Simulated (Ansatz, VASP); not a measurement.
# Two plane-wave programs on InAs

File POSCAR:

```
InAs
1.0
    0.0000000000      3.0542329648      3.0542329648
    3.0542329648      0.0000000000      3.0542329648
    3.0542329648      3.0542329648      0.0000000000
In As
1 1
Direct
    0.0000000000      0.0000000000      0.0000000000
    0.2500000000      0.2500000000      0.2500000000
```

The input INCAR.step1:

```
PREC     = Accurate       # precision mode
ENCUT    = 520            # plane-wave cutoff, eV
ISMEAR   = 0              # smearing method
SIGMA    = 0.01           # smearing width, eV
LREAL    = F              # projectors in reciprocal space
LASPH    = T              # aspherical terms in the spheres
NELM     = 100            # most SCF steps
NBANDS   = 16             # bands
GGA      = PE             # functional
ALGO     = Normal         # electronic algorithm
EDIFF    = 1E-4           # SCF threshold, eV
LWAVE    = T              # write WAVECAR
LCHARG   = F              # write CHGCAR
```

INCAR.step2

```
PREC     = Accurate       # precision mode
ENCUT    = 520            # plane-wave cutoff, eV
EDIFF    = 1E-7           # SCF threshold, eV
ISMEAR   = 0              # smearing method
SIGMA    = 0.01           # smearing width, eV
LREAL    = F              # projectors in reciprocal space
LASPH    = T              # aspherical terms in the spheres
NELM     = 100            # most SCF steps
ALGO     = Normal         # electronic algorithm
ISIF     = 2              # what is computed and relaxed
LWAVE    = F              # write WAVECAR
LCHARG   = T              # write CHGCAR
METAGGA  = R2SCAN         # meta-GGA
LMIXTAU  = T            
LELF     = T              # ELF
LVHAR    = T            
NBANDS   = 16             # bands
ISTART   = 1
```

Contents of KPOINTS:

```
Automatic mesh
0
Gamma
  10 10 10
```

Input for Ansatz:

```yaml
crystal:
  lattice:
    - [0.0, 3.0542329648, 3.0542329648]
    - [3.0542329648, 0.0, 3.0542329648]
    - [3.0542329648, 3.0542329648, 0.0]
  atoms:
    - { symbol: In, position: [0.0, 0.0, 0.0] }
    - { symbol: As, position: [0.25, 0.25, 0.25] }
basis:
  ecutwfc: 500
kpoints:
  mp_grid: { grid: [10, 10, 10] }
  band_path:
    path:
      - [[0.0, 0.0, 0.0], [-0.5, -0.5, 0.0], [-0.375, -0.375, 0.25]]
      - [[-0.375, 0.0, 0.375], [0.0, 0.0, 0.0], [0.0, 0.0, 0.5], [-0.5, -0.25, 0.25], [-0.5, -0.5, 0.0]]
    npoints: 14
hamiltonian:
  xc: r2scan
scf:
  occupations: { method: gaussian, width: 0.01 }
  n_extra_bands: 6
output:
  forces: true
  stress: true
  eigenvalues: true
  populations: true
  dos: { projected: true, de: 0.02, nscf_kmesh: { grid: [15, 15, 15] } }
  bader: true
  write_density: true
  write_potential: true
  elf: true
  volumetric_format: npy
```

Alike in both runs: task single point; functional r2SCAN; k mesh 10 × 10 × 10; occupations gaussian, width 0.01 eV; no spin polarisation.

```csv
,VASP,Ansatz
version,VASP 6.6.1,Ansatz 0.2.0
potentials or method,"VASP PAW PBE potentials, release 64 (In_d, As)","scalar-relativistic, plane waves, PAW"
plane-wave cutoff (eV),520,500
valence electrons in the cell,18,28
```

|  | VASP | Ansatz | Ansatz less VASP |
| --- | --- | --- | --- |
| gap on the k mesh at the Fermi level (eV) | 0.08 | 0.08 | +0.002 |
| least direct gap on the mesh (eV) | 0.08 | 0.08 | +0.002 |
| pressure (GPa) | 0.0 | 0.0 | 0.00 |

The two sets of potentials don't hold the same shells in valence.

Caveats: the PAW data sets were made with another functional, which shifts forces and pressure a little (VASP); spin-orbit coupling is left out, which moves the levels of the heavy elements. r2SCAN opens gaps a little over a GGA but as a rule still falls short of measured ones.
